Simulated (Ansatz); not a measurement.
Method: DFT PBE, scalar-relativistic, plane waves, PAW in Ansatz 0.2.0. All cells share a 420 eV cutoff and Γ-centred k meshes spaced at most about 0.3 Å⁻¹ (about 0.25 or finer for metals, 2π included). No spin polarisation.

Each guess is relaxed in cell and atoms at zero pressure, on a coarse mesh first where it starts far from rest and then on a converged one. The steps can't lower the symmetry of the start, but it can rise. Energies are static (0 K, no zero-point motion).

Two unrelaxed guesses for Al₄P:

A.

```
CELL_PARAMETERS angstrom
0.00000 3.80317 3.80317
3.80317 0.00000 3.80317
3.80317 3.80317 0.00000
ATOMIC_POSITIONS crystal
Al 0.88000 0.88000 0.36000
Al 0.88000 0.36000 0.88000
Al 0.36000 0.88000 0.88000
Al 0.88000 0.88000 0.88000
P 0.00000 0.00000 0.00000
```

B.

```
CELL_PARAMETERS angstrom
3.88018 0.00000 0.00000
-1.94009 3.36033 0.00000
0.00000 0.00000 7.35121
ATOMIC_POSITIONS crystal
Al 0.00000 0.00000 0.81856
Al 0.00000 0.00000 0.18144
Al 0.33333 0.66667 0.50000
Al 0.66667 0.33333 0.50000
P 0.00000 0.00000 0.50000
```

Problem. Where do they end, and which end is lower?

Solution. A ends lower, by 171 meV/atom. A: F-43m at 22.0 Å³/atom → F-43m at 38.3 Å³/atom; B: P6/mmm at 19.2 Å³/atom → P6/mmm at 26.2 Å³/atom. Counting Al atoms around P (those within 1.25 times the shortest such distance or 1.15 times the sum of covalent radii, 1.27 where that leaves under three), the end of A has P 4 and the end of B has P 8. End of A. Conventional cell: a = 9.148 Å. Al has 1 P at 2.37 Å and 3 Al at 2.61 Å; P has 4 Al at 2.37 Å. End of B. Conventional cell: a = 4.508 Å, c = 7.451 Å. Al on a site of symmetry 6mm has 1 P at 2.39 Å and 1 Al at 2.67 Å; Al on a site of symmetry -6m2 has 3 P at 2.60 Å and 3 Al at 2.60 Å; P has 2 Al at 2.39 Å and 6 Al at 2.60 Å.

Ends held by symmetry can be saddle points. Neither end is the lowest form computed: that has space group I4/mmm (No. 139) and lies 0.37 eV/atom below the better end. Even the lowest of the cells shown lies +0.53 eV/atom against the elements. Some types were kept out of the candidates beforehand, so the set may lack a known form.
